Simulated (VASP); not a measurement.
Here is a VASP 6.6.1 calculation.

The input POSCAR:

```
Rh
1.0
    2.6887440422      0.0000000000      0.0000000000
   -1.3443720211      2.3285206448      0.0000000000
    0.0000000000      0.0000000000      4.3289366221
Rh
2
Direct
    0.3333333333      0.6666666667      0.2500000000
    0.6666666667      0.3333333333      0.7500000000
```

The input INCAR.step1:

```
SYSTEM = Rh
PREC = Accurate ; ENCUT = 520
ISMEAR = 0 ; SIGMA = 0.1
LREAL = .False. ; LASPH = .True.
NELM = 100 ; NBANDS = 22
GGA = PE ; ALGO = Normal
EDIFF = 1E-4 ; LWAVE = .True.
LCHARG = .False.
```

INCAR.step2

```
SYSTEM = Rh
PREC = Accurate ; ENCUT = 520
EDIFF = 1E-7 ; ISMEAR = 0
SIGMA = 0.1 ; LREAL = .False.
LASPH = .True. ; NELM = 100
ALGO = Normal ; ISIF = 2
LWAVE = .False. ; LCHARG = .True.
METAGGA = R2SCAN ; LMIXTAU = .True.
LELF = .True. ; LVHAR = .True.
NBANDS = 22 ; ISTART = 1
```

File KPOINTS:

```
Automatic mesh
0
Gamma
  18 18 10
  0 0 0
```

Potentials or basis: VASP PAW PBE potentials, release 64 (Rh_pv).

Launch:

```console
$ cat potpaw_PBE.64/Rh_pv/POTCAR > POTCAR
$ cp INCAR.step1 INCAR
$ mpirun -np 1 vasp_std > vasp.out
$ cp INCAR.step2 INCAR
$ mpirun -np 1 vasp_std > vasp.out
```

Question: Predict the band gap on the k mesh.

Answer: None (metal or under the smearing width).

Question: Predict the pressure.

Answer: 5.8 GPa.

Stress tensor (GPa, compression positive):
```
5.86 0.00 0.00
0.00 5.86 0.00
0.00 0.00 5.78
```

Caveat: the PAW data sets were made with another functional, which shifts forces and pressure a little.
